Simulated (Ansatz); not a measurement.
## SnS₂: the volume at rest

SnS₂ in CdI2-type (1T) layers, starting from this typed cell of 23.32 Å³ an atom.

```
CELL_PARAMETERS angstrom
1.85000 -3.20429 0.00000
1.85000 3.20429 0.00000
0.00000 0.00000 5.90000
ATOMIC_POSITIONS crystal
Sn 0.00000 0.00000 0.00000
S 0.33333 0.66667 0.25000
S 0.66667 0.33333 0.75000
```

DFT in Ansatz; k mesh 6×6×4; fixed occupations; no spin. Cell and atoms are relaxed to zero stress with the symmetry kept and no dispersion correction.

Caveats: coarse k mesh.

Question: What volume results under LDA, and how much do the potentials matter?

Answer: 
```csv
functional,potentials,cutoff (eV),volume (Å³/atom),change (%)
LDA,Ansatz hand-made PAW,780,21.71,-6.9
LDA,PseudoDojo norm-conserving,980,21.71,-6.9
```
